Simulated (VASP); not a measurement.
Input of a VASP 6.6.1 run:

File POSCAR:

```
PtS2
1.0
    3.5432000000      0.0000000000      0.0000000000
   -1.7716000000      3.0685012107      0.0000000000
    0.0000000000      0.0000000000      5.0388000000
Pt S
1 2
Direct
    0.0000000000      0.0000000000      0.0000000000
    0.6666666667      0.3333333333      0.7730000000
    0.3333333333      0.6666666667      0.2270000000
```

File INCAR.step1:

```
SYSTEM = PtS2
ALGO = Fast ; EDIFF = 1E-6
ENCUT = 520 ; GGA = CA
ISIF = 2 ; ISMEAR = -1
LASPH = .True. ; LCHARG = .True.
LMAXMIX = 4 ; LREAL = .False.
LWAVE = .False. ; NBANDS = 18
NELM = 100 ; PREC = Accurate
SIGMA = 0.05
```

File KPOINTS.step1:

```
k-points
0
Gamma
  9 9 5
  0 0 0
```

INCAR.step2

```
SYSTEM = PtS2
ALGO = Fast ; EDIFF = 1E-6
ENCUT = 520 ; GGA = CA
ICHARG = 11 ; ISIF = 2
ISMEAR = 0 ; LASPH = .True.
LCHARG = .False. ; LMAXMIX = 4
LREAL = .False. ; LWAVE = .False.
NBANDS = 18 ; NELM = 100
PREC = Accurate ; SIGMA = 0.05
```

Contents of KPOINTS.step2:

```
path GMKGALHA,LM,KH
10
line-mode
reciprocal
 0.0000000000  0.0000000000  0.0000000000  G
 0.5000000000  0.0000000000  0.0000000000  M

 0.5000000000  0.0000000000  0.0000000000  M
 0.3333333333  0.3333333333  0.0000000000  K

 0.3333333333  0.3333333333  0.0000000000  K
 0.0000000000  0.0000000000  0.0000000000  G

 0.0000000000  0.0000000000  0.0000000000  G
 0.0000000000  0.0000000000  0.5000000000  A

 0.0000000000  0.0000000000  0.5000000000  A
 0.5000000000  0.0000000000  0.5000000000  L

 0.5000000000  0.0000000000  0.5000000000  L
 0.3333333333  0.3333333333  0.5000000000  H

 0.3333333333  0.3333333333  0.5000000000  H
 0.0000000000  0.0000000000  0.5000000000  A

 0.5000000000  0.0000000000  0.5000000000  L
 0.5000000000  0.0000000000  0.0000000000  M

 0.3333333333  0.3333333333  0.0000000000  K
 0.3333333333  0.3333333333  0.5000000000  H
```

Potentials or basis: VASP PAW LDA potentials, release 64 (Pt, S).

Launch:

```console
$ cat potpaw_LDA.64/Pt/POTCAR potpaw_LDA.64/S/POTCAR > POTCAR
$ cp INCAR.step1 INCAR
$ cp KPOINTS.step1 KPOINTS
$ mpirun -np 1 vasp_std > vasp.out
$ cp INCAR.step2 INCAR
$ cp KPOINTS.step2 KPOINTS
$ mpirun -np 1 vasp_std > vasp.out
```

Problem. Estimate the band gap on the k mesh.

Solution. 0.91 eV, indirect (least direct gap 0.96 eV).

Problem. What does it give for the band gap along the path?

Solution. 0.92 eV, indirect (least direct gap 1.49 eV).

Levels at the corners of the path, in eV from the valence-band top:
```csv
point,band 9,band 10,band 11,band 12,band 13,band 14
Γ,-1.11,-1.11,-0.11,2.44,2.44,4.66
M,-3.24,-3.02,-2.35,1.72,2.83,5.44
M,-3.24,-3.02,-2.35,1.72,2.83,5.44
K,-2.69,-1.47,-1.47,0.97,0.97,5.60
K,-2.69,-1.47,-1.47,0.97,0.97,5.60
Γ,-1.11,-1.11,-0.11,2.44,2.44,4.66
Γ,-1.11,-1.11,-0.11,2.44,2.44,4.66
A,-1.30,-1.30,-0.88,2.92,2.92,5.36
A,-1.30,-1.30,-0.88,2.92,2.92,5.36
L,-3.08,-2.73,-1.34,2.06,2.32,5.30
L,-3.08,-2.73,-1.34,2.06,2.32,5.30
H,-3.55,-1.88,-1.88,2.20,2.20,7.24
H,-3.55,-1.88,-1.88,2.20,2.20,7.24
A,-1.30,-1.30,-0.88,2.92,2.92,5.36
L,-3.08,-2.73,-1.34,2.06,2.32,5.30
M,-3.24,-3.02,-2.35,1.72,2.83,5.44
K,-2.69,-1.47,-1.47,0.97,0.97,5.60
H,-3.55,-1.88,-1.88,2.20,2.20,7.24
```

Caveat: the log is that of the step along the path at fixed density, whose energy, stress, charges and moments have no meaning; spin-orbit coupling is left out, which moves the levels of the heavy elements.
